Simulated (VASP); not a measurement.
HfC under changes of volume

One of the cells (12.293 Å³/atom); the others are scaled copies at fixed shape and fractional positions:

```
CELL_PARAMETERS angstrom
0.00000 2.30794 2.30794
2.30794 0.00000 2.30794
2.30794 2.30794 0.00000
ATOMIC_POSITIONS crystal
Hf 0.50000 0.50000 0.50000
C 0.00000 0.00000 0.00000
```

```yaml
Program: VASP 6.6.1
Functional: PBE
Dispersion: D3(BJ)
Potentials_or_basis: VASP PAW PBE potentials, release 64 (Hf_pv, C)
Cutoff: 520 eV
k_mesh: 8 × 8 × 8
Occupations: fermi-dirac, width 0.05 eV
Spin: no spin polarisation
```

```tsv
volume (Å³/atom)	energy over the lowest point (meV/atom)	pressure (GPa)
11.802	?	?
12.048	4.11	5.3
12.293	0.00	0.0
12.539	3.54	-4.7
12.785	14.00	-9.0
```

**Question.** What does the run at 11.802 Å³/atom give?

**Answer.** Energy over the lowest point 16.70 meV/atom; pressure 11.1 GPa.

Worked out: A Birch-Murnaghan fit of order 2 (a polynomial in V^(-2/3)) to the other rows has its minimum at 12.30 Å³/atom with B0 = V·E''(V) = 249 GPa. It gives 16.68 meV/atom at 11.802 Å³/atom, against the run's 16.70, and -dE/dV = 11.1 GPa, against 11.1.

Energies are extrapolated to zero smearing.

Caveats: pairwise dispersion overbinds metals, which lowers pressure and volume.
